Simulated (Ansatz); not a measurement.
ZnS built on the zincblende prototype, relaxed with r2SCAN in Ansatz: space group F-43m (No. 216), cubic; conventional cell a = 5.388 Å, 19.55 Å³ an atom. Around Zn lie 4 S at 2.33 Å; around S lie 4 Zn at 2.33 Å. The cell was then strained (x, y and z are the cube axes), with the atoms relaxed again; stress is positive in compression. Spin-unpolarised throughout; all numbers are computed.

- Uniaxial -1.0 % along z, other directions held: r2SCAN's stress changes by +1.09 GPa along the strain and +0.67 GPa across it.
- Isotropic -1.0 % on every length: the pressure changes by +2.54 GPa, and the HSE06 gap (Γ) goes from 3.378 to 3.522 eV.
- Epitaxial strain of -1.0 % in the (001) plane: the free normal strain is +1.22 % and the in-plane stress changes by +0.96 GPa.
- In that film r2SCAN's threefold valence top at Γ splits as 2+1 from the top, by 0.085 eV.
- Uniaxial strain of +1.18 % along [111], atoms relaxed: the xy stress changes by -0.393 GPa.
- That strain splits the valence top at Γ by 0.064 eV (r2SCAN).

Q: Estimate C₁₁, C₁₂ and the bulk modulus from the uniaxial step.

A: With compression positive, C₁₁ ≈ −Δσ∥/ε = (-1.09)/(-0.0100) = 109 GPa and C₁₂ ≈ (-0.67)/(-0.0100) = 67 GPa; B = (C₁₁ + 2C₁₂)/3 = 81 GPa. A one-sided step carries third-order terms: it reads high by some per cent.

Q: What bulk modulus does the isotropic step give?

A: Δ ln V = 3 ln(0.9900) = -0.0302, so B ≈ −ΔP/Δ ln V = 84 GPa, against 81 GPa from C₁₁ and C₁₂; one-sided steps of finite size carry third-order terms.

Q: Give the volume deformation potential of that gap and its pressure coefficient.

A: a_V = ΔE_g/Δ ln V = (+0.144)/(-0.0302) = -4.78 eV; dE_g/dP = −a_V/B = +57 meV/GPa, with HSE06's gap and r2SCAN's modulus.

Q: What do the film's normal strain and stress say about the elastic constants?

A: ε⊥/ε∥ = (+0.0122)/(-0.0100) = -1.22, which linear elasticity sets to −2C₁₂/C₁₁ = -1.23 from the uniaxial step. The biaxial modulus is M = −Δσ/ε∥ = 96 GPa (C₁₁ + C₁₂ − 2C₁₂²/C₁₁ = 94 GPa).

Q: How much elastic energy does the film store, with 19.55 Å³ an atom?

A: u = M ε∥² = −Δσ ε∥ = -0.96 × (-0.0100) = 0.0096 GPa, and 1 GPa Å³ is 6.2415 meV: 1.17 meV an atom. The total energies of the two runs differ by 1.23 meV an atom.

Q: Extract the shear deformation potential b.

A: Without spin-orbit coupling the splitting is 3|b| |ε_zz − ε_xx| = 3|b| × 0.0222, so |b| = 0.085/0.0666 = 1.28 eV.

Q: Estimate C₄₄.

A: A strain ε along [111] has ε_xy = ε/3 = +0.00393, an engineering shear of 2ε/3, so C₄₄ ≈ −Δσ_xy/(2ε/3) = 50 GPa, atoms relaxed.

Q: Extract the deformation potential d.

A: Without spin-orbit coupling the splitting is 3√3 |d| ε_xy = √3 |d| |ε|, so |d| = 0.064/(1.732 × 0.0118) = 3.13 eV.

The meshes of the hybrids are coarse, so their gaps aren't converged to the digits shown.
